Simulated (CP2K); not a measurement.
Runs of CP2K 2026.2 on Zn. It takes space group P6_3/mmc (No. 194, hexagonal). The conventional cell has a = 2.670 Å, b = 2.670 Å, c = 4.966 Å, α = 90.00°, β = 90.00°, γ = 120.00°. Zn (site symmetry -6m2) has 12 Zn at 2.67 to 2.92 Å as nearest neighbours. 

```csv
task,level,potentials or basis,cell,k mesh,smearing,EPS_DEFAULT,k points reduced by the point group,NGRIDS,basis sets,potentials,gap on the mesh (eV),pressure (GPa)
band structure,LDA,GTH_POTENTIALS Zn GTH-PADE-q12; TZVP-MOLOPT-PBE-GTH basis,as given,11 × 11 × 6,fermi-dirac 0.05 eV,1.0E-9,yes,4,Zn TZVP-MOLOPT-PBE-GTH-q12,Zn GTH-PADE-q12 of GTH_POTENTIALS,none,-8.7
band structure,PBEsol,POTENTIAL_UZH Zn GTH-PBE-q12; TZVP-MOLOPT-PBE-GTH basis,as given,11 × 11 × 6,fermi-dirac 0.01 eV,1.0E-10,yes,4,Zn TZVP-MOLOPT-PBE-GTH-q12,Zn GTH-PBE-q12 of POTENTIAL_UZH,none,(a)
band structure,TB-mBJ,POTENTIAL_UZH Zn GTH-PBE-q12; TZVP-MOLOPT-PBE-GTH basis,as given,11 × 11 × 6,fermi-dirac 0.05 eV,1.0E-9,yes,4,Zn TZVP-MOLOPT-PBE-GTH-q12,Zn GTH-PBE-q12 of POTENTIAL_UZH,none,-
band structure,r2SCAN,POTENTIAL_UZH Zn GTH-SCAN-q12; TZVP-MOLOPT-SCAN-GTH basis,as given,11 × 11 × 6,fermi-dirac 0.05 eV,1.0E-9,yes,5,Zn TZVP-MOLOPT-SCAN-GTH-q12,Zn GTH-SCAN-q12 of POTENTIAL_UZH,none,-5.9
relaxation of cell and atoms,PBEsol,POTENTIAL_UZH Zn GTH-PBE-q12; TZVP-MOLOPT-PBE-GTH basis,relaxed,9 × 9 × 4,fermi-dirac 0.01 eV,1.0E-9,-,5,Zn TZVP-MOLOPT-PBE-GTH-q12,Zn GTH-PBE-q12 of POTENTIAL_UZH,none,0.0
```

Alike in all rows: no spin polarisation.

Problem. Fill in the values left out.

Solution. (a) -5.3.

Caveats: the basis of atomic orbitals isn't converged, which shifts pressures, moduli and gaps; the potentials were made for another functional, which shifts forces and pressure (some runs); this is a model potential without an energy functional, so only levels have meaning (some runs); the printed path begins after the first move (some runs).

A gap of «none» marks a metal or a gap under the smearing width.

Runs at the PBE level aren't shown here.
